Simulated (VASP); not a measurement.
Input of a VASP 6.6.1 run:

The input POSCAR:

```
NaCl
1.0
    3.5021900000      0.0000000000      0.0000000000
    0.0000000000      3.5021900000      0.0000000000
    0.0000000000      0.0000000000      3.5021900000
Cl Na
1 1
Direct
    0.5000000000      0.5000000000      0.5000000000
    0.0000000000      0.0000000000      0.0000000000
```

File INCAR.step1:

```
ALGO     = Normal         # electronic algorithm
EDIFF    = 1E-6           # SCF threshold, eV
ENCUT    = 520            # plane-wave cutoff, eV
ISIF     = 2              # what is computed and relaxed
ISMEAR   = 0              # smearing method
LASPH    = T              # aspherical terms in the spheres
LCHARG   = T              # write CHGCAR
LREAL    = F              # projectors in reciprocal space
LWAVE    = F              # write WAVECAR
NBANDS   = 14             # bands
NELM     = 100            # most SCF steps
PREC     = Accurate       # precision mode
SIGMA    = 0.02           # smearing width, eV
```

File KPOINTS.step1:

```
k-points
0
Gamma
  8 8 8
```

File INCAR.step2:

```
ALGO     = Normal         # electronic algorithm
EDIFF    = 1E-6           # SCF threshold, eV
ENCUT    = 520            # plane-wave cutoff, eV
ICHARG   = 11             # starting density
ISIF     = 2              # what is computed and relaxed
ISMEAR   = 0              # smearing method
LASPH    = T              # aspherical terms in the spheres
LCHARG   = F              # write CHGCAR
LREAL    = F              # projectors in reciprocal space
LWAVE    = F              # write WAVECAR
NBANDS   = 14             # bands
NELM     = 100            # most SCF steps
PREC     = Accurate       # precision mode
SIGMA    = 0.05           # smearing width, eV
```

The input KPOINTS.step2:

```
path GXMGRX,MR
10
line-mode
reciprocal
 0.0000000000  0.0000000000  0.0000000000  G
 0.0000000000  0.5000000000  0.0000000000  X

 0.0000000000  0.5000000000  0.0000000000  X
 0.5000000000  0.5000000000  0.0000000000  M

 0.5000000000  0.5000000000  0.0000000000  M
 0.0000000000  0.0000000000  0.0000000000  G

 0.0000000000  0.0000000000  0.0000000000  G
 0.5000000000  0.5000000000  0.5000000000  R

 0.5000000000  0.5000000000  0.5000000000  R
 0.0000000000  0.5000000000  0.0000000000  X

 0.5000000000  0.5000000000  0.0000000000  M
 0.5000000000  0.5000000000  0.5000000000  R
```

Potentials or basis: VASP PAW LDA potentials, release 64 (Cl, Na_pv).

Command:

```sh
$ cat potpaw_LDA.64/Cl/POTCAR potpaw_LDA.64/Na_pv/POTCAR > POTCAR
$ cp INCAR.step1 INCAR
$ cp KPOINTS.step1 KPOINTS
$ mpirun -np 1 vasp_std > vasp.out
$ cp INCAR.step2 INCAR
$ cp KPOINTS.step2 KPOINTS
$ mpirun -np 1 vasp_std > vasp.out
```

Task: Estimate the band gap on the k mesh.

Result: 3.61 eV, indirect (least direct gap 4.12 eV).

Task: What does it give for the band gap along the path?

Result: 3.61 eV, indirect (least direct gap 4.12 eV).

Levels at the corners of the path, in eV from the valence-band top:
```csv
point,band 3,band 4,band 5,band 6,band 7,band 8,band 9,band 10,band 11,band 12
Γ,-22.00,-13.31,-0.51,-0.51,-0.51,3.61,8.28,8.28,15.27,15.27
X,-22.00,-12.94,-3.05,-0.27,-0.27,6.55,8.25,10.30,11.60,11.60
X,-22.00,-12.94,-3.05,-0.27,-0.27,6.55,8.25,10.30,11.60,11.60
M,-21.99,-12.66,-2.34,-2.34,0.00,5.20,9.59,10.64,10.64,12.40
M,-21.99,-12.66,-2.34,-2.34,0.00,5.20,9.59,10.64,10.64,12.40
Γ,-22.00,-13.31,-0.51,-0.51,-0.51,3.61,8.28,8.28,15.27,15.27
Γ,-22.00,-13.31,-0.51,-0.51,-0.51,3.61,8.28,8.28,15.27,15.27
R,-22.03,-12.38,-1.90,-1.90,-1.90,6.78,6.78,6.78,11.29,15.49
R,-22.03,-12.38,-1.90,-1.90,-1.90,6.78,6.78,6.78,11.29,15.49
X,-22.00,-12.94,-3.05,-0.27,-0.27,6.55,8.25,10.30,11.60,11.60
M,-21.99,-12.66,-2.34,-2.34,0.00,5.20,9.59,10.64,10.64,12.40
R,-22.03,-12.38,-1.90,-1.90,-1.90,6.78,6.78,6.78,11.29,15.49
```

Caveat: the log is that of the step along the path at fixed density, whose energy, stress, charges and moments have no meaning.
